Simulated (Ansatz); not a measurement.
# Cu: elastic constants, part 2 of 3

How stiff is the crystal, and how unevenly? Runs: cell and atoms relaxed (PAW); reference run (PAW and crystal datasets).

Ansatz 0.2.0; DFT PBEsol. The steps go on from the part before.

### 3 Reference run, PAW

The input, input.yaml:

```yaml
crystal:
  lattice:
    - [0.0, 1.78158995729, 1.78158995729]
    - [1.78158995729, 0.0, 1.78158995729]
    - [1.78158995729, 1.78158995729, 0.0]
  atoms:
    - { symbol: Cu, position: [0.0, 0.0, 0.0] }
kpoints:
  mp_grid: { grid: [28, 28, 28] }
scf:
  occupations: { method: fermi_dirac, width: 0.05 }
hamiltonian:
  xc: pbesol
  pseudopotentials: { kind: paw }
elastic:
  mode: relaxed_ion
  stencil: four_point
  amplitude: 0.003
```

Launch:

```bash
$ ansatz run input.yaml --threads 1 --pin off --max-ram 2048MiB --backend cpu --events-out ev --progress --plain --runs-dir out
```

Log:

```text
Engine: ansatz 0.2.0
Pseudopotentials: kind: paw
Pseudopotential: Cu, paw, valence charge 19, recommended cutoff 420 eV (normal), Cu.paw.azcp
Functional definition: PBEsol
  exchange = pbesol_x
  correlation = pbesol_c
Crystal: 1 atoms, lattice volume = 11.310 Å³
Basis set: ecut = 420 eV, 229 PW (Γ), exchange–correlation on 36×36×36 points (8 copies of the dense FFT grid, shifted against one another)
Bands: 14, of which v1, the nominal top of the filled ones, is band 10 counted from 1 (9 counted from 0)
Symmetry: 48 space group operations
Space group: Fm-3m (ITA 225), of the structure as read, at distance tolerance 2.2e-5 Å
k-points: 624 of 21952
Non-local potential: Cu, projectors of the file, l = 0: 3, l = 1: 2, l = 2: 3, l = 3: 1
PAW form: soft (Blöchl's): semilocal exchange-correlation on the pseudo side does not see the compensation charge
PAW frozen core: Cu, regenerated for the run's functional, and the local potential with it (the file was generated under x = pbe(κ = 0.804, μ = 0.2195149727645171), c = pbe(β = 0.06672455060314922))
PAW one-centre angular grid: Cu, 590 points (default); XC on 64 Gauss nodes
Initial density: superposition of atomic densities (neutral atoms: chi_scale 0, normalization atom), corrected by the library's trained network
Initial wavefunctions: pseudopotential atomic-orbital guess
Functional: x = pbesol(κ = 0.804, μ = 0.12345679012345678), c = pbesol(β = 0.046)
SCF iter   1: F=—  HF=-6588.780582 eV  |F-HF|=—  |Δ(HF+E_count)|=         —  Δρ=2.06e-2  dr2=2.46e-2  ethr=1.77e-3  ⟨swp⟩=5.7  Hψ=44172  notcnv=0
preconditioner: auto → none  [metal: Δε(μ)=0.024 eV  Ē_g=17.438 eV  σ=0.050 eV  W_gap=0.12  n_scr=0 (ndim 8)  ℏωp=36.6 eV  f_vac=0.000  D(μ)=0.25/eV (n_scr^D=0)]
SCF iter   2: F=—  HF=-6588.774732 eV  |F-HF|=—  |Δ(HF+E_count)|=   5.85e-3  Δρ=9.51e-4  dr2=4.33e-5  ethr=1.29e-4  ⟨swp⟩=2.8  Hψ=18841  notcnv=0  defer=175
SCF iter   3: F=—  HF=-6588.774715 eV  |F-HF|=—  |Δ(HF+E_count)|=   1.77e-5  Δρ=9.45e-4  dr2=3.93e-5  ethr=2.28e-7  ⟨swp⟩=2.0  Hψ=14539  notcnv=0  defer=175
SCF iter   4: F=—  HF=-6588.774737 eV  |F-HF|=—  |Δ(HF+E_count)|=   2.24e-5  Δρ=7.06e-5  dr2=2.12e-7  ethr=2.07e-7  ⟨swp⟩=1.0  Hψ=8561  notcnv=0  defer=175
SCF iter   5: F=—  HF=-6588.774740 eV  |F-HF|=—  |Δ(HF+E_count)|=   2.78e-6  Δρ=2.92e-6  dr2=4.34e-10  ethr=1.11e-9  ⟨swp⟩=2.2  Hψ=12245  notcnv=0  defer=175
SCF iter   6: F=—  HF=-6588.774740 eV  |F-HF|=—  |Δ(HF+E_count)|=  2.52e-10  Δρ=1.14e-7  dr2=4.60e-13  ethr=2.28e-12  ⟨swp⟩=2.5  Hψ=14555  notcnv=0  defer=175
SCF iter   7: F=-6588.774740 eV  HF=-6588.774740 eV  |F-HF|=2.73e-12  |Δ(HF+E_count)|=  2.73e-12  Δρ=7.39e-9  dr2=2.16e-15  ethr=1.00e-12  ⟨swp⟩=5.0  Hψ=30957  notcnv=0
SCF 1 converged in 7 iterations: F = -6588.774740 eV  dr2 = 2.16e-15
Crystal: 1 atoms, lattice volume = 11.242 Å³
Symmetry: 16 space group operations
k-points: 1639 of 21952
Initial density: handed on by an earlier stage of this run
Initial wavefunctions: those handed on with the density
iter 1 solved again at ethr=2.32e-6 eV; its pass at ethr=3.10e-3 eV (dr2=4.40e-4 eV) is discarded
SCF iter   1: F=—  HF=-6588.774542 eV  |F-HF|=—  |Δ(HF+E_count)|=         —  Δρ=2.41e-3  dr2=4.13e-4  ethr=2.32e-6  ⟨swp⟩=2.1  Hψ=149459  notcnv=0  defer=309
preconditioner: auto → none  [metal: Δε(μ)=0.010 eV  Ē_g=17.594 eV  σ=0.050 eV  W_gap=0.05  n_scr=0 (ndim 8)  ℏωp=36.7 eV  f_vac=0.000  D(μ)=0.24/eV (n_scr^D=0)]
SCF iter   2: F=—  HF=-6588.774457 eV  |F-HF|=—  |Δ(HF+E_count)|=   8.45e-5  Δρ=2.30e-4  dr2=2.76e-6  ethr=2.17e-6  ⟨swp⟩=2.6  Hψ=32054  notcnv=0  defer=309
SCF iter   3: F=—  HF=-6588.774449 eV  |F-HF|=—  |Δ(HF+E_count)|=   7.56e-6  Δρ=1.42e-4  dr2=1.69e-6  ethr=1.45e-8  ⟨swp⟩=2.0  Hψ=36266  notcnv=0  defer=309
SCF iter   4: F=—  HF=-6588.774450 eV  |F-HF|=—  |Δ(HF+E_count)|=   1.14e-7  Δρ=1.69e-5  dr2=6.34e-9  ethr=8.90e-9  ⟨swp⟩=2.4  Hψ=30159  notcnv=0  defer=309
SCF iter   5: F=—  HF=-6588.774450 eV  |F-HF|=—  |Δ(HF+E_count)|=   3.08e-8  Δρ=4.42e-7  dr2=1.33e-11  ethr=3.34e-11  ⟨swp⟩=2.0  Hψ=38088  notcnv=0  defer=309
SCF iter   6: F=—  HF=-6588.774450 eV  |F-HF|=—  |Δ(HF+E_count)|=  5.46e-12  Δρ=4.74e-8  dr2=1.41e-13  ethr=7.01e-14 (applied; sched 1.00e-12)  ⟨swp⟩=2.6  Hψ=36867  notcnv=0  defer=496
SCF iter   7: F=-6588.774450 eV  HF=-6588.774450 eV  |F-HF|=1.82e-12  |Δ(HF+E_count)|=  1.82e-12  Δρ=2.80e-9  dr2=3.14e-16  ethr=1.00e-12  ⟨swp⟩=3.7  Hψ=64699  notcnv=0
SCF 2 converged in 7 iterations: F = -6588.774450 eV  dr2 = 3.14e-16
Crystal: 1 atoms, lattice volume = 11.378 Å³
iter 1 solved again at ethr=2.89e-10 eV; its pass at ethr=3.10e-3 eV (dr2=5.50e-8 eV) is discarded
SCF iter   1: F=—  HF=-6588.774492 eV  |F-HF|=—  |Δ(HF+E_count)|=         —  Δρ=3.00e-5  dr2=6.86e-8  ethr=2.89e-10  ⟨swp⟩=2.4  Hψ=153277  notcnv=0  defer=164
preconditioner: auto → none  [metal: Δε(μ)=0.011 eV  Ē_g=17.464 eV  σ=0.050 eV  W_gap=0.06  n_scr=0 (ndim 8)  ℏωp=36.5 eV  f_vac=0.000  D(μ)=0.24/eV (n_scr^D=0)]
SCF iter   2: F=—  HF=-6588.774492 eV  |F-HF|=—  |Δ(HF+E_count)|=   5.17e-7  Δρ=4.86e-6  dr2=1.36e-9  ethr=2.89e-10  ⟨swp⟩=2.6  Hψ=31886  notcnv=0  defer=164
SCF iter   3: F=—  HF=-6588.774492 eV  |F-HF|=—  |Δ(HF+E_count)|=  6.00e-10  Δρ=2.11e-6  dr2=3.61e-10  ethr=7.16e-12  ⟨swp⟩=2.1  Hψ=31563  notcnv=0  defer=164
SCF iter   4: F=—  HF=-6588.774492 eV  |F-HF|=—  |Δ(HF+E_count)|=  2.09e-11  Δρ=4.52e-7  dr2=6.34e-12  ethr=1.90e-12  ⟨swp⟩=2.1  Hψ=30041  notcnv=0  defer=164
SCF iter   5: F=—  HF=-6588.774492 eV  |F-HF|=—  |Δ(HF+E_count)|=  1.46e-11  Δρ=2.15e-8  dr2=2.58e-14  ethr=1.00e-12  ⟨swp⟩=3.0  Hψ=92982  notcnv=0
SCF iter   6: F=-6588.774492 eV  HF=-6588.774492 eV  |F-HF|=0.00e0  |Δ(HF+E_count)|=  9.09e-13  Δρ=1.48e-9  dr2=5.89e-17  ethr=1.00e-12  ⟨swp⟩=3.5  Hψ=63863  notcnv=0
SCF 3 converged in 6 iterations: F = -6588.774492 eV  dr2 = 5.89e-17
Crystal: 1 atoms, lattice volume = 11.344 Å³
SCF iter   1: F=—  HF=-6588.774684 eV  |F-HF|=—  |Δ(HF+E_count)|=         —  Δρ=6.73e-7  dr2=6.33e-12  ethr=1.00e-12  ⟨swp⟩=8.3  Hψ=170407  notcnv=0  defer=202
preconditioner: auto → none  [metal: Δε(μ)=0.009 eV  Ē_g=17.500 eV  σ=0.050 eV  W_gap=0.05  n_scr=0 (ndim 8)  ℏωp=36.6 eV  f_vac=0.000  D(μ)=0.24/eV (n_scr^D=0)]
SCF iter   2: F=—  HF=-6588.774684 eV  |F-HF|=—  |Δ(HF+E_count)|=  9.09e-13  Δρ=3.51e-7  dr2=4.71e-12  ethr=3.33e-14 (applied; sched 1.00e-12)  ⟨swp⟩=2.0  Hψ=50323  notcnv=0  defer=498
SCF iter   3: F=—  HF=-6588.774684 eV  |F-HF|=—  |Δ(HF+E_count)|=  3.64e-12  Δρ=1.08e-7  dr2=1.76e-13  ethr=2.48e-14 (applied; sched 1.00e-12)  ⟨swp⟩=1.0  Hψ=22491  notcnv=0  defer=498
SCF iter   4: F=-6588.774684 eV  HF=-6588.774684 eV  |F-HF|=9.09e-13  |Δ(HF+E_count)|=    0.00e0  Δρ=9.85e-9  dr2=2.04e-15  ethr=1.00e-12  ⟨swp⟩=4.0  Hψ=73334  notcnv=0
SCF 4 converged in 4 iterations: F = -6588.774684 eV  dr2 = 2.04e-15
Crystal: 1 atoms, lattice volume = 11.276 Å³
SCF iter   1: F=—  HF=-6588.774666 eV  |F-HF|=—  |Δ(HF+E_count)|=         —  Δρ=7.56e-7  dr2=8.81e-12  ethr=1.00e-12  ⟨swp⟩=8.7  Hψ=172830  notcnv=0  defer=141
preconditioner: auto → none  [metal: Δε(μ)=0.003 eV  Ē_g=17.572 eV  σ=0.050 eV  W_gap=0.02  n_scr=0 (ndim 8)  ℏωp=36.7 eV  f_vac=0.000  D(μ)=0.23/eV (n_scr^D=0)]
SCF iter   2: F=—  HF=-6588.774666 eV  |F-HF|=—  |Δ(HF+E_count)|=  9.09e-13  Δρ=4.13e-7  dr2=7.14e-12  ethr=4.64e-14 (applied; sched 1.00e-12)  ⟨swp⟩=2.1  Hψ=50096  notcnv=0  defer=498
SCF iter   3: F=—  HF=-6588.774666 eV  |F-HF|=—  |Δ(HF+E_count)|=  2.73e-12  Δρ=1.28e-7  dr2=3.96e-13  ethr=3.76e-14 (applied; sched 1.00e-12)  ⟨swp⟩=1.1  Hψ=23284  notcnv=0  defer=498
SCF iter   4: F=-6588.774666 eV  HF=-6588.774666 eV  |F-HF|=1.82e-12  |Δ(HF+E_count)|=  2.73e-12  Δρ=1.45e-8  dr2=3.93e-15  ethr=1.00e-12  ⟨swp⟩=4.0  Hψ=74699  notcnv=0
SCF 5 converged in 4 iterations: F = -6588.774666 eV  dr2 = 3.93e-15
Symmetry: 8 space group operations
k-points: 3060 of 21952
iter 1 solved again at ethr=3.36e-8 eV; its pass at ethr=3.10e-3 eV (dr2=6.39e-6 eV) is discarded
SCF iter   1: F=—  HF=-6588.774614 eV  |F-HF|=—  |Δ(HF+E_count)|=         —  Δρ=3.26e-4  dr2=3.07e-6  ethr=3.36e-8  ⟨swp⟩=3.4  Hψ=303044  notcnv=0  defer=499
preconditioner: auto → none  [metal: Δε(μ)=0.002 eV  Ē_g=17.535 eV  σ=0.050 eV  W_gap=0.01  n_scr=0 (ndim 8)  ℏωp=36.6 eV  f_vac=0.000  D(μ)=0.24/eV (n_scr^D=0)]
SCF iter   2: F=—  HF=-6588.774613 eV  |F-HF|=—  |Δ(HF+E_count)|=   1.38e-6  Δρ=1.47e-4  dr2=6.50e-7  ethr=1.61e-8  ⟨swp⟩=1.0  Hψ=41929  notcnv=0  defer=499
SCF iter   3: F=—  HF=-6588.774613 eV  |F-HF|=—  |Δ(HF+E_count)|=   1.86e-7  Δρ=3.91e-6  dr2=5.56e-10  ethr=3.42e-9  ⟨swp⟩=1.1  Hψ=42939  notcnv=0  defer=499
SCF iter   4: F=—  HF=-6588.774613 eV  |F-HF|=—  |Δ(HF+E_count)|=   1.51e-9  Δρ=1.62e-6  dr2=1.39e-10  ethr=2.93e-12  ⟨swp⟩=2.0  Hψ=70731  notcnv=0  defer=499
SCF iter   5: F=—  HF=-6588.774613 eV  |F-HF|=—  |Δ(HF+E_count)|=  2.46e-11  Δρ=4.93e-7  dr2=1.13e-11  ethr=7.34e-13 (applied; sched 1.00e-12)  ⟨swp⟩=2.0  Hψ=58178  notcnv=0  defer=737
SCF iter   6: F=—  HF=-6588.774613 eV  |F-HF|=—  |Δ(HF+E_count)|=    0.00e0  Δρ=9.31e-8  dr2=3.95e-13  ethr=5.95e-14 (applied; sched 1.00e-12)  ⟨swp⟩=2.7  Hψ=65655  notcnv=0  defer=911
SCF iter   7: F=-6588.774613 eV  HF=-6588.774613 eV  |F-HF|=9.09e-13  |Δ(HF+E_count)|=  9.09e-13  Δρ=1.21e-8  dr2=7.01e-15  ethr=1.00e-12  ⟨swp⟩=4.0  Hψ=138143  notcnv=0
SCF 6 converged in 7 iterations: F = -6588.774613 eV  dr2 = 7.01e-15
iter 1 solved again at ethr=2.33e-12 eV; its pass at ethr=3.10e-3 eV (dr2=4.42e-10 eV) is discarded
SCF iter   1: F=—  HF=-6588.774613 eV  |F-HF|=—  |Δ(HF+E_count)|=         —  Δρ=3.86e-6  dr2=4.82e-10  ethr=2.33e-12  ⟨swp⟩=3.4  Hψ=308546  notcnv=0  defer=276
preconditioner: auto → none  [metal: Δε(μ)=0.003 eV  Ē_g=17.535 eV  σ=0.050 eV  W_gap=0.01  n_scr=0 (ndim 8)  ℏωp=36.6 eV  f_vac=0.000  D(μ)=0.24/eV (n_scr^D=0)]
SCF iter   2: F=—  HF=-6588.774613 eV  |F-HF|=—  |Δ(HF+E_count)|=   5.06e-7  Δρ=1.78e-6  dr2=1.07e-10  ethr=2.33e-12  ⟨swp⟩=1.3  Hψ=46199  notcnv=0  defer=276
SCF iter   3: F=—  HF=-6588.774613 eV  |F-HF|=—  |Δ(HF+E_count)|=  6.55e-11  Δρ=5.09e-7  dr2=1.42e-11  ethr=5.63e-13 (applied; sched 1.00e-12)  ⟨swp⟩=2.0  Hψ=58551  notcnv=0  defer=709
SCF iter   4: F=—  HF=-6588.774613 eV  |F-HF|=—  |Δ(HF+E_count)|=  5.46e-12  Δρ=1.19e-7  dr2=7.88e-13  ethr=7.47e-14 (applied; sched 1.00e-12)  ⟨swp⟩=2.7  Hψ=67328  notcnv=0  defer=911
SCF iter   5: F=-6588.774613 eV  HF=-6588.774613 eV  |F-HF|=0.00e0  |Δ(HF+E_count)|=    0.00e0  Δρ=1.03e-8  dr2=5.18e-15  ethr=1.00e-12  ⟨swp⟩=3.8  Hψ=125730  notcnv=0
SCF 7 converged in 5 iterations: F = -6588.774613 eV  dr2 = 5.18e-15
SCF iter   1: F=—  HF=-6588.774710 eV  |F-HF|=—  |Δ(HF+E_count)|=         —  Δρ=6.65e-7  dr2=9.02e-12  ethr=1.00e-12  ⟨swp⟩=8.0  Hψ=310017  notcnv=0  defer=373
preconditioner: auto → none  [metal: Δε(μ)=0.007 eV  Ē_g=17.536 eV  σ=0.050 eV  W_gap=0.04  n_scr=0 (ndim 8)  ℏωp=36.6 eV  f_vac=0.000  D(μ)=0.24/eV (n_scr^D=0)]
SCF iter   2: F=—  HF=-6588.774710 eV  |F-HF|=—  |Δ(HF+E_count)|=  1.82e-12  Δρ=3.55e-7  dr2=5.23e-12  ethr=4.74e-14 (applied; sched 1.00e-12)  ⟨swp⟩=2.2  Hψ=86613  notcnv=0  defer=914
SCF iter   3: F=—  HF=-6588.774710 eV  |F-HF|=—  |Δ(HF+E_count)|=  1.82e-12  Δρ=1.34e-7  dr2=8.03e-13  ethr=2.75e-14 (applied; sched 1.00e-12)  ⟨swp⟩=2.1  Hψ=54282  notcnv=0  defer=914
SCF iter   4: F=-6588.774710 eV  HF=-6588.774710 eV  |F-HF|=9.09e-13  |Δ(HF+E_count)|=  9.09e-13  Δρ=1.43e-8  dr2=4.51e-15  ethr=1.00e-12  ⟨swp⟩=3.0  Hψ=154537  notcnv=0
SCF 8 converged in 4 iterations: F = -6588.774710 eV  dr2 = 4.51e-15
SCF iter   1: F=—  HF=-6588.774710 eV  |F-HF|=—  |Δ(HF+E_count)|=         —  Δρ=6.68e-7  dr2=9.01e-12  ethr=1.00e-12  ⟨swp⟩=8.2  Hψ=321006  notcnv=0  defer=224
SCF iter   2: F=—  HF=-6588.774710 eV  |F-HF|=—  |Δ(HF+E_count)|=  2.73e-12  Δρ=3.54e-7  dr2=5.14e-12  ethr=4.74e-14 (applied; sched 1.00e-12)  ⟨swp⟩=2.2  Hψ=87106  notcnv=0  defer=914
SCF iter   3: F=—  HF=-6588.774710 eV  |F-HF|=—  |Δ(HF+E_count)|=  2.73e-12  Δρ=1.32e-7  dr2=7.73e-13  ethr=2.71e-14 (applied; sched 1.00e-12)  ⟨swp⟩=2.1  Hψ=53453  notcnv=0  defer=914
SCF iter   4: F=-6588.774710 eV  HF=-6588.774710 eV  |F-HF|=1.82e-12  |Δ(HF+E_count)|=    0.00e0  Δρ=1.40e-8  dr2=4.37e-15  ethr=1.00e-12  ⟨swp⟩=3.0  Hψ=154512  notcnv=0
SCF 9 converged in 4 iterations: F = -6588.774710 eV  dr2 = 4.37e-15
SCF converged after 7 iterations
Free energy (F): -6588.774740 eV
Harris-Foulkes:  -6588.774740 eV  (|F-HF|=2.73e-12)
Internal energy: -6588.772709 eV  (E = F + TS)
E sigma→0 (E₀):  -6588.773724 eV
Entropy (-TS):   -0.002031 eV (-2.031 meV/atom)
Fermi energy:    17.549582 eV
--- Per-component energies (eV) ---
  E_band       = -345.430081
  E_kinetic    = 300.648214
  E_local      = -3969.338566  (includes V_loc(G=0)·N_el)
  E_nonlocal   = 391.038469
  E_hartree    = 1748.254975
  E_xc         = -89.409958
  E_vxc        = -115.900824  (∫ρ·V_xc dr)
  E_paw        = -1625.777537  (= ΣΔE_a)
  E_vpaw       = -448.387538  (= ΣTr[D̂ρ^β])
  E_aug_tail   = 0.000217  (compensation charges beyond the density's cutoff)
  E_ewald      = -3344.394726
  E_core_change = 0.206202  (= ΣΔE_core)
  E_smearing   = -0.002031  (= −TS)
  E_closure    = -0.000000  (closes the sum)
  Σ components = -6588.774740   (vs F -6588.774740, Δ=0.00e0)
--- Forces (eV/Å), atoms counted from 1 ---
  atom   1  Cu    -0.00000000     0.00000000    -0.00000000
  max |Σ_I F_I| component: 7.40e-32 eV/Å
--- Stress (GPa, compression-positive) ---
        0.043110       0.000000       0.000000
        0.000000       0.043110      -0.000000
        0.000000      -0.000000       0.043110
  P = ⅓ Tr σ = 0.0431 GPa (0.431 kbar)
--- Band table (eV; the first three rows and the last of 624) ---
  k-point 0: bands = ["-94.8262", "-52.2773", "-52.2773", "-52.2773", "7.7508", "14.3949", "14.3949", "14.3949", "15.2972", "15.2972", "40.4706", "43.2919", "43.2919", "43.2919"]
  k-point 1: bands = ["-94.8260", "-52.2789", "-52.2776", "-52.2776", "7.7990", "14.3838", "14.4047", "14.4047", "15.2931", "15.2931", "40.2625", "42.4562", "43.1218", "43.1218"]
  k-point 2: bands = ["-94.8254", "-52.2837", "-52.2783", "-52.2783", "7.9427", "14.3520", "14.4325", "14.4325", "15.2824", "15.2824", "39.3133", "41.5716", "42.7352", "42.7352"]
  k-point 623: bands = ["-94.8034", "-52.3632", "-52.3632", "-52.3273", "13.1742", "13.8300", "13.8300", "15.2467", "16.0658", "23.8524", "23.8524", "26.0373", "26.6500", "46.3049"]
--- Elastic constants: 2 strain directions × 4 members + reference (group order 48) ---
  dense FFT box of the reference and of every strained cell: 18×18×18
  strains applied: 11, 23; error gains: componentwise 1.00 (the most a stress slope's error grows in a printed constant), spectral 1.73 (1 for all six strains in a standard setting)
  C = ∂σ_k/∂η_j (tension-positive GPa; Voigt order 11 22 33 23 13 12):
       214.155    145.842    145.842     -0.000      0.000     -0.000
       145.842    214.155    145.842     -0.000     -0.000     -0.000
       145.842    145.842    214.155      0.000      0.000     -0.000
        -0.000      0.000      0.000    102.289     -0.000     -0.000
         0.000      0.000     -0.000      0.000    102.289      0.000
        -0.000      0.000     -0.000      0.000     -0.000    102.289
  reference stress σ⁰ (GPa):     -0.043     -0.043     -0.043      0.000     -0.000     -0.000
  C* (energy form; C + prestress term) asymmetry max|C*_kj − C*_jk| = 2.842e-14 GPa — a small one proves nothing (zero by symmetry where the batch's group is 432, −43m or m−3m); a large one is finite-difference/SCF noise where every solve meets its electron count
  moduli (Voigt/Reuss/Hill, GPa): K = 168.61/168.61/168.61   G = 75.04/56.89/65.96   E = 175.06   ν = 0.327
  mechanically stable: yes (min eigenvalue of sym C = 68.31 GPa)
  strain η (Voigt 11):  stress-route row diagonal C_11 = 214.15 GPa, energy-path curvature d²(F+E_count+ΔE)/dδ²/Ω₀ = 214.21 GPa
    cells at ±δ against ±2δ: C31 145.88 and 145.98 GPa, apart by 0.05 % of the column's largest entry
         δ    σ_11 (GPa)             F (eV)   n_scf  n_hpsi   n_pw
    -6.000e-3      -1.3465       -6588.7744496       7  410540    229   relax 0 steps, max|allowed force component| 0.00e0 eV/Å
    -3.000e-3      -0.6895       -6588.7746657       4  343855    229   relax 0 steps, max|allowed force component| 0.00e0 eV/Å
     3.000e-3       0.5953       -6588.7746841       4  339503    230   relax 0 steps, max|allowed force component| 0.00e0 eV/Å
     6.000e-3       1.2222       -6588.7744916       6  426558    238   relax 0 steps, max|allowed force component| 0.00e0 eV/Å
  strain η (Voigt 23):  stress-route row diagonal C_44 = 102.29 GPa, energy-path curvature d²(F+E_count+ΔE)/dδ²/Ω₀ = 102.37 GPa
    cells at ±δ against ±2δ: C44 102.27 and 102.22 GPa, apart by 0.05 % of the column's largest entry
         δ    σ_23 (GPa)             F (eV)   n_scf  n_hpsi   n_pw
    -6.000e-3      -0.6133       -6588.7746129       7  763463    229   relax 0 steps, max|allowed force component| 0.00e0 eV/Å
    -3.000e-3      -0.3068       -6588.7747102       4  658917    229   relax 0 steps, max|allowed force component| 0.00e0 eV/Å
     3.000e-3       0.3068       -6588.7747102       4  648293    229   relax 0 steps, max|allowed force component| 0.00e0 eV/Å
     6.000e-3       0.6133       -6588.7746129       5  649194    229   relax 0 steps, max|allowed force component| 0.00e0 eV/Å
```

Run time: 2.7 min. Hardware: 1 thread of Arm Neoverse V2, shared host; peak memory 0.78 GiB.

C in GPa (Voigt order xx, yy, zz, yz, xz, xy):

```
214.2 145.8 145.8   0.0   0.0   0.0
145.8 214.2 145.8   0.0   0.0   0.0
145.8 145.8 214.2   0.0   0.0   0.0
  0.0   0.0   0.0 102.3   0.0   0.0
  0.0   0.0   0.0   0.0 102.3   0.0
  0.0   0.0   0.0   0.0   0.0 102.3
```

(Continued in part 3 of 3.)
